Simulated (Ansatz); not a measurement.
# AlN (P6_3mc) in Ansatz: settings compared

Aim: see how the results for AlN move with the level of theory and the settings. Levels: r2SCAN, rPW86-PBE, PBE. Tasks: relaxation of cell and atoms, single point.

Program: Ansatz 0.2.0. These are calculated values, not measurements. Logs are shortened: lines on timing, memory, paths and dates and some standing lists are left out, and cuts for length are marked.

**The experiment to reproduce.**

From “Structural and optical properties of self-assembled AlN nanowires grown on SiO2/Si substrates by molecular beam epitaxy”, 2024, arxiv:2402.00216, for a bulk crystal of AlN at 0 K: band gap 6.0343 eV (an exciton energy, a little under the gap).

The runs below are set against these values where they give the same quantity.

## (1) Starting point

Symmetry: P6_3mc, No. 186, hexagonal system. Conventional cell: a = 3.113 Å, b = 3.113 Å, c = 4.981 Å, α = 90.00°, β = 90.00°, γ = 120.00°. Around Al (site symmetry 3m) lie 4 N at 1.89 Å. Around N (site symmetry 3m) lie 4 Al at 1.89 Å.

## (2) Relaxation of cell and atoms, r2SCAN

The input, input.yaml:

```yaml
crystal:
  lattice:
    - [3.113, 0.0, 0.0]
    - [-1.5565, 2.695937082, 0.0]
    - [0.0, 0.0, 4.981]
  atoms:
    - { symbol: Al, position: [0.6666666667, 0.3333333333, 0.5] }
    - { symbol: Al, position: [0.3333333333, 0.6666666667, 0.0] }
    - { symbol: "N", position: [0.6666666667, 0.3333333333, 0.88] }
    - { symbol: "N", position: [0.3333333333, 0.6666666667, 0.38] }
hamiltonian:
  xc: r2scan
  pseudopotentials: { kind: paw }
kpoints:
  mp_grid: { grid: [10, 10, 6] }
scf:
  occupations: { method: fermi_dirac, width: 0.05 }
output:
  forces: true
  stress: true
  write_density: true
  write_potential: true
  elf: true
  volumetric_format: npy
relax:
  f_tol: 0.01
  max_steps: 40
  cell: { stress_tol: 0.05 }
```

Potentials or basis: Ansatz PAW.

The run is started by

```sh
ansatz run input.yaml --threads 2 --pin off --max-ram 5120MiB --backend cpu --events-out ev --progress --plain --runs-dir out
```

Log:

```text
Warning: RAYON_NUM_THREADS=2 ignored (pool sized by the plan → 2); use --threads N
Engine: ansatz 0.2.0, aarch64-unknown-linux-gnu
Pseudopotentials: kind: paw
Pseudopotential: Al, paw, valence charge 3, recommended cutoff 500 eV (meta_gga), Al.paw.azcp
Pseudopotential: N, paw, valence charge 5, recommended cutoff 500 eV (meta_gga), N.paw.azcp
Functional definition: r2SCAN
  parameter k0 = 0.174
  parameter k1 = 0.065
  parameter a1 = 4.9479
  exchange = r2scan_x(k0 = k0, k1 = k1, a1 = a1)
  correlation = r2scan_c
Crystal: 4 atoms, lattice volume = 41.803 Å³
Basis set: ecut = 500 eV, 1087 PW (Γ), exchange–correlation on 96×96×160 points (64 copies of the dense FFT grid, shifted against one another)
Bands: 12, of which v1, the nominal top of the filled ones, is band 8 counted from 1 (7 counted from 0)
Symmetry: 12 space group operations
Space group: P63mc (ITA 186), of the structure as read, at distance tolerance 3.5e-5 Å
k-points: 56 of 600 (time reversal used)
Non-local potential: Al, projectors of the file, l = 0: 2, l = 1: 2, l = 2: 1
Non-local potential: N, projectors of the file, l = 0: 2, l = 1: 2, l = 2: 1
PAW form: soft (Blöchl's): semilocal exchange-correlation on the pseudo side does not see the compensation charge
PAW frozen core: Al, regenerated for the run's functional (the file was generated under x = pbe(κ = 0.804, μ = 0.2195149727645171), c = pbe(β = 0.06672455060314922))
PAW frozen core: N, regenerated for the run's functional (the file was generated under x = pbe(κ = 0.804, μ = 0.2195149727645171), c = pbe(β = 0.06672455060314922))
PAW one-centre angular grid: Al, 302 points (default); XC on 160 Gauss nodes
PAW one-centre angular grid: N, 302 points (default); XC on 160 Gauss nodes
Initial density: superposition of atomic densities (neutral atoms: chi_scale 0, normalization atom), corrected by the library's trained network
Initial wavefunctions: pseudopotential atomic-orbital guess
Functional: x = r2scan, c = r2scan; τ floored in thin density (d = 2e-4 eV/Å³)
SCF iter   1: F=—  HF=-1856.827302 eV  |F-HF|=—  |Δ(HF+E_count)|=         —  Δρ=6.55e-3  dr2=1.77e-2  dr2_τ=3.10e-1  ethr=1.77e-3  ⟨swp⟩=5.9  Hψ=4481  notcnv=0
preconditioner: auto → none  [insulator: Δε(μ)=4.763 eV  Ē_g=14.193 eV  σ=0.050 eV  W_gap=1.00  n_scr=2 (ndim 8)  ℏωp=23.0 eV  f_vac=0.000  D(μ)=0.00/eV (n_scr^D=0)  ε∞_Penn≈3.6]
SCF iter   2: F=—  HF=-1856.968967 eV  |F-HF|=—  |Δ(HF+E_count)|=   1.42e-1  Δρ=4.50e-3  dr2=3.82e-3  dr2_τ=2.95e-4  ethr=1.10e-4  ⟨swp⟩=2.6  Hψ=1851  notcnv=0
SCF iter   3: F=—  HF=-1856.968636 eV  |F-HF|=—  |Δ(HF+E_count)|=   3.31e-4  Δρ=6.79e-4  dr2=1.43e-4  dr2_τ=6.10e-5  ethr=2.39e-5  ⟨swp⟩=1.2  Hψ=686  notcnv=0
SCF iter   4: F=—  HF=-1856.968623 eV  |F-HF|=—  |Δ(HF+E_count)|=   1.27e-5  Δρ=1.91e-4  dr2=1.61e-5  dr2_τ=9.39e-7  ethr=8.95e-7  ⟨swp⟩=2.0  Hψ=1053  notcnv=0
SCF iter   5: F=—  HF=-1856.968618 eV  |F-HF|=—  |Δ(HF+E_count)|=   5.04e-6  Δρ=4.47e-5  dr2=9.80e-7  dr2_τ=1.03e-7  ethr=1.01e-7  ⟨swp⟩=2.0  Hψ=1092  notcnv=0
SCF iter   6: F=—  HF=-1856.968618 eV  |F-HF|=—  |Δ(HF+E_count)|=   3.32e-8  Δρ=2.09e-5  dr2=2.18e-7  dr2_τ=4.18e-9  ethr=6.25e-10  ⟨swp⟩=7.9  Hψ=3844  notcnv=0
SCF iter   7: F=-1856.968618 eV  HF=-1856.968618 eV  |F-HF|=9.06e-9  |Δ(HF+E_count)|=   2.06e-8  Δρ=5.87e-6  dr2=1.70e-8  dr2_τ=3.90e-10  ethr=6.25e-10  ⟨swp⟩=7.0  Hψ=3439  notcnv=0
SCF 1 converged in 7 iterations: F = -1856.968618 eV  dr2 = 1.70e-8
relax step   1: F+E_penalty+E_count = -1856.96861837 eV  Δ(F+E_penalty+E_count) = +0.000e0 eV  max|allowed force component| = 1.222e-1 eV/Å  Δτ_max = 0.0000 Å  P = -0.923 GPa  Ω = 41.803 Å³  (7 SCF iters, dr2 threshold 1.00e-7 eV, accepted)
Crystal: 4 atoms, lattice volume = 41.707 Å³
Initial density: handed on by an earlier stage of this run
Initial wavefunctions: those handed on with the density
iter 1 solved again at ethr=8.68e-7 eV; its pass at ethr=3.10e-3 eV (dr2=1.39e-4 eV) is discarded
SCF iter   1: F=—  HF=-1856.969653 eV  |F-HF|=—  |Δ(HF+E_count)|=         —  Δρ=5.68e-4  dr2=1.45e-4  dr2_τ=9.91e-5  ethr=8.68e-7  ⟨swp⟩=1.5  Hψ=4220  notcnv=0
preconditioner: auto → none  [insulator: Δε(μ)=4.880 eV  Ē_g=14.165 eV  σ=0.050 eV  W_gap=1.00  n_scr=2 (ndim 8)  ℏωp=23.0 eV  f_vac=0.000  D(μ)=0.00/eV (n_scr^D=0)  ε∞_Penn≈3.6]
SCF iter   2: F=—  HF=-1856.969644 eV  |F-HF|=—  |Δ(HF+E_count)|=   8.98e-6  Δρ=2.05e-4  dr2=1.01e-5  dr2_τ=4.97e-6  ethr=8.68e-7  ⟨swp⟩=2.0  Hψ=1091  notcnv=0
SCF iter   3: F=—  HF=-1856.969643 eV  |F-HF|=—  |Δ(HF+E_count)|=   1.62e-6  Δρ=7.04e-5  dr2=1.50e-6  dr2_τ=1.42e-7  ethr=6.29e-8  ⟨swp⟩=2.3  Hψ=1026  notcnv=0
SCF iter   4: F=-1856.969643 eV  HF=-1856.969643 eV  |F-HF|=6.13e-8  |Δ(HF+E_count)|=   7.54e-8  Δρ=2.99e-5  dr2=2.62e-7  dr2_τ=8.50e-9  ethr=2.50e-9  ⟨swp⟩=8.0  Hψ=3990  notcnv=0
[... 17 lines left out ...]
SCF iter   4: F=-1856.970414 eV  HF=-1856.970414 eV  |F-HF|=9.64e-9  |Δ(HF+E_count)|=   2.29e-7  Δρ=9.25e-6  dr2=1.65e-8  dr2_τ=2.61e-9  ethr=2.50e-9  ⟨swp⟩=7.9  Hψ=3976  notcnv=0
SCF 4 converged in 4 iterations: F = -1856.970414 eV  dr2 = 1.65e-8
relax step   4: F+E_penalty+E_count = -1856.97041381 eV  Δ(F+E_penalty+E_count) = -2.552e-4 eV  max|allowed force component| = 4.504e-3 eV/Å  Δτ_max = 0.0003 Å  P = -0.072 GPa  Ω = 41.629 Å³  energy of the carried Pulay correction = +4.176e-5 eV  (4 SCF iters, dr2 threshold 4.00e-7 eV, accepted)
Crystal: 4 atoms, lattice volume = 41.614 Å³
iter 1 solved again at ethr=2.07e-8 eV; its pass at ethr=3.10e-3 eV (dr2=3.30e-6 eV) is discarded
SCF iter   1: F=—  HF=-1856.970426 eV  |F-HF|=—  |Δ(HF+E_count)|=         —  Δρ=9.01e-5  dr2=3.56e-6  dr2_τ=1.77e-6  ethr=2.07e-8  ⟨swp⟩=2.7  Hψ=4519  notcnv=0
preconditioner: auto → none  [insulator: Δε(μ)=4.880 eV  Ē_g=14.181 eV  σ=0.050 eV  W_gap=1.00  n_scr=2 (ndim 8)  ℏωp=23.0 eV  f_vac=0.000  D(μ)=0.00/eV (n_scr^D=0)  ε∞_Penn≈3.6]
SCF iter   2: F=—  HF=-1856.970426 eV  |F-HF|=—  |Δ(HF+E_count)|=   7.60e-8  Δρ=3.45e-5  dr2=2.86e-7  dr2_τ=1.07e-7  ethr=2.07e-8  ⟨swp⟩=2.0  Hψ=1090  notcnv=0
SCF iter   3: F=-1856.970426 eV  HF=-1856.970426 eV  |F-HF|=1.36e-8  |Δ(HF+E_count)|=   5.34e-8  Δρ=1.18e-5  dr2=4.57e-8  dr2_τ=4.79e-9  ethr=4.78e-10  ⟨swp⟩=7.5  Hψ=3549  notcnv=0
SCF 5 converged in 3 iterations: F = -1856.970426 eV  dr2 = 4.57e-8
relax step   5: F+E_penalty+E_count = -1856.97042573 eV  Δ(F+E_penalty+E_count) = -1.192e-5 eV  max|allowed force component| = 3.676e-5 eV/Å  Δτ_max = 0.0000 Å  P = -0.003 GPa  Ω = 41.614 Å³  energy of the carried Pulay correction = +4.528e-5 eV  (3 SCF iters, dr2 threshold 7.64e-8 eV, accepted)
Initial wavefunctions: pseudopotential atomic-orbital guess (no wavefunctions were taken with the density)
iter 1 solved again at ethr=5.96e-9 eV; its pass at ethr=3.10e-3 eV (dr2=9.53e-7 eV) is discarded
SCF iter   1: F=—  HF=-1856.970390 eV  |F-HF|=—  |Δ(HF+E_count)|=         —  Δρ=1.37e-5  dr2=4.75e-8  dr2_τ=1.29e-8  ethr=5.96e-9  ⟨swp⟩=3.4  Hψ=6555  notcnv=0
SCF iter   2: F=—  HF=-1856.970390 eV  |F-HF|=—  |Δ(HF+E_count)|=   1.98e-9  Δρ=7.12e-6  dr2=8.55e-9  dr2_τ=1.90e-9  ethr=2.97e-10  ⟨swp⟩=2.1  Hψ=1125  notcnv=0
SCF iter   3: F=—  HF=-1856.970390 eV  |F-HF|=—  |Δ(HF+E_count)|=   2.21e-9  Δρ=2.44e-6  dr2=2.62e-9  dr2_τ=4.34e-10  ethr=5.34e-11  ⟨swp⟩=2.1  Hψ=1000  notcnv=0
SCF iter   4: F=-1856.970390 eV  HF=-1856.970390 eV  |F-HF|=1.00e-11  |Δ(HF+E_count)|=  5.73e-10  Δρ=3.07e-7  dr2=1.72e-11  dr2_τ=2.30e-12  ethr=1.00e-12  ⟨swp⟩=4.3  Hψ=3431  notcnv=0
SCF 6 converged in 4 iterations: F = -1856.970390 eV  dr2 = 1.72e-11
relax step   6: F+E_penalty+E_count = -1856.97039002 eV  Δ(F+E_penalty+E_count) = +3.571e-5 eV  max|allowed force component| = 6.445e-5 eV/Å  Δτ_max = 0.0000 Å  P = -0.002 GPa  Ω = 41.614 Å³  stress off target by 2.58e-3 GPa  SCF on the basis re-selected at this cell (its energy is not comparable with the rows above)  (4 SCF iters)
basis re-selected at this cell: Δ(F+E_penalty+E_count) = +3.571e-5 eV, ΔP = +0.001 GPa vs the last step (what re-selecting the basis moved, of the pressure what is left beyond the Pulay correction that the steps carried, after the strain that the cell walked since its last selection, with what the two solves' SCF thresholds leave and, on support functions, any second-order correction that the steps lacked; it is no measure of the basis error at this ecutwfc). This SCF's stress stands 2.58e-3 GPa from its target on what of the cell is left free (relax.cell.stress_tol is 5.00e-2 GPa) and its largest allowed force component is 6.44e-5 eV/Å (relax.f_tol is 1.00e-2 eV/Å): within both
SCF converged after 4 iterations
Free energy (F): -1856.970390 eV
Harris-Foulkes:  -1856.970390 eV  (|F-HF|=1.00e-11)
Internal energy: -1856.970390 eV  (E = F + TS)
E sigma→0 (E₀):  -1856.970390 eV
Fermi energy:    9.397848 eV
--- Per-component energies (eV) ---
  E_band       = 23.143868
  E_kinetic    = 321.365461
  E_local      = -448.704255  (includes V_loc(G=0)·N_el)
  E_nonlocal   = 108.521990
  E_hartree    = 157.352011
  E_xc         = -197.823966
  E_vxc        = -238.488615  (∫ρ·V_xc dr)
  E_paw        = -1204.935445  (= ΣΔE_a)
  E_vpaw       = -47.057836  (= ΣTr[D̂ρ^β])
  E_aug_tail   = 0.000038  (compensation charges beyond the density's cutoff)
  E_vtau       = 12.803070  (kinetic-family band-sum trace: ∫τ·v_τ [+ j·A + Jᵃ·Aᵃ] dr)
  E_ewald      = -592.566878
  E_core_change = -0.179345  (= ΣΔE_core)
  E_smearing   = -0.000000  (= −TS)
  E_closure    = 0.000000  (closes the sum)
  Σ components = -1856.970390   (vs F -1856.970390, Δ=0.00e0)
--- Forces (eV/Å), atoms counted from 1 ---
  atom   1  Al     0.00000000     0.00000000    -0.00013520
  atom   2  Al    -0.00000000    -0.00000000    -0.00013520
  atom   3  N     -0.00000000    -0.00000000    -0.00000631
  atom   4  N      0.00000000     0.00000000    -0.00000631
  max |Σ_I F_I| component: 2.83e-4 eV/Å
--- Stress (GPa, compression-positive) ---
       -0.001529      -0.000000       0.000000
       -0.000000      -0.001529       0.000000
        0.000000       0.000000      -0.002584
  P = ⅓ Tr σ = -0.0019 GPa (-0.019 kbar)
--- Band table (eV; the first three rows and the last of 56) ---
  k-point 0: bands = ["-9.0531", "-6.9389", "0.8598", "6.0428", "6.0428", "6.7053", "6.7053", "6.9286", "11.8080", "14.4551", "18.5289", "18.9809"]
  k-point 1: bands = ["-8.9462", "-7.1373", "1.2289", "6.0848", "6.0848", "6.3309", "6.6585", "6.6585", "12.3020", "14.5141", "18.3454", "18.9415"]
  k-point 2: bands = ["-8.6375", "-7.6160", "2.2086", "5.0220", "6.2013", "6.2013", "6.5325", "6.5325", "13.2890", "14.5417", "18.0607", "18.9849"]
  k-point 55: bands = ["-6.5807", "-6.5807", "1.9654", "1.9654", "3.2272", "3.2272", "6.0873", "6.0873", "14.7384", "14.7384", "15.9842", "15.9842"]
--- Relaxed structure (5 steps of the walk, 5 accepted, 1 SCFs on fresh bases) ---
  F+E_penalty+E_count = -1856.97039002 eV   max|allowed force component| = 6.445e-5 eV/Å   (the final SCF, on the basis selected at the relaxed cell)
  cell:  # Å, volume = 41.6142 Å³
    - [3.1067347332340387, 2.318614477064856e-19, -2.0154154848735174e-34]
    - [-1.5533673666170194, 2.690511201800149, -9.87036267941525e-35]
    - [-3.2247942595950967e-34, -3.685479153822968e-34, 4.978547281364695]
  atoms:
    - { symbol: Al, position: [0.6666666666666665, 0.33333333333333326, 0.49919397237393737] }
    - { symbol: Al, position: [0.33333333333333326, 0.6666666666666665, -0.0008060276260625491] }
    - { symbol: N, position: [0.6666666666666665, 0.33333333333333326, 0.8808060276260626] }
    - { symbol: N, position: [0.33333333333333326, 0.6666666666666665, 0.38080602762606247] }
```

Wall time 14 s (2 threads of Arm Neoverse V2, shared host); peak memory 0.45 GiB.

Results:

| Property | Result |
| --- | --- |
| Free energy | -1856.9704 eV |
| Relaxed volume | 10.40 Å³/atom |
| Relaxed cell | a = 3.107 Å, b = 3.107 Å, c = 4.979 Å, α = 90.00°, β = 90.00°, γ = 120.00° |
| Space group after relaxing (to 0.05 Å) | P6_3mc (No. 186) |
| Energy gained by relaxing | 0.4 meV/atom |
| Ionic steps | 6 |
| Pressure after relaxing | 0.0 GPa |
| Band gap on the k mesh | 4.88 eV, direct |

Step by step:
| step | energy change (eV) | largest force (eV/Å) | volume (Å³) |
| --- | --- | --- | --- |
| 1 | 0.0000 | 0.1223 | 41.80 |
| 2 | -0.0010 | 0.0907 | 41.71 |
| 3 | -0.0015 | 0.0206 | 41.67 |
| 4 | -0.0018 | 0.0046 | 41.63 |
| 5 | -0.0018 | 0.0001 | 41.61 |
| 6 | -0.0018 | 0.0001 | 41.61 |

Final structure:
```
Al N
1.0
     3.10673    0.00000    0.00000
    -1.55337    2.69051    0.00000
     0.00000    0.00000    4.97855
Al N
2 2
Direct
  0.66667 0.33333 0.49919
  0.33333 0.66667 0.99919
  0.66667 0.33333 0.88081
  0.33333 0.66667 0.38081
```

Levels at points of the mesh, in eV from the valence-band top:
| k point | band 6 | band 7 | band 8 | band 9 | band 10 | band 11 |
| --- | --- | --- | --- | --- | --- | --- |
| (0.00, 0.00, 0.00) | -0.22 | -0.22 | 0.00 | 4.88 | 7.53 | 11.60 |
| (0.00, 0.00, -0.50) | -0.56 | -0.56 | -0.56 | 7.23 | 7.23 | 11.32 |
| (0.00, -0.50, 0.00) | -2.14 | -1.77 | -0.71 | 6.45 | 6.57 | 9.03 |
| (0.00, -0.50, -0.50) | -1.50 | -1.39 | -1.39 | 6.00 | 6.00 | 10.16 |

Caveat: the plane-wave basis is chosen anew once the cell has moved, so the energies of steps on either side of that aren't comparable; the PAW data sets come from PBE, with cores solved anew for the run's functional, which leaves a small shift of forces and pressure.

[end of part 1 of 2]
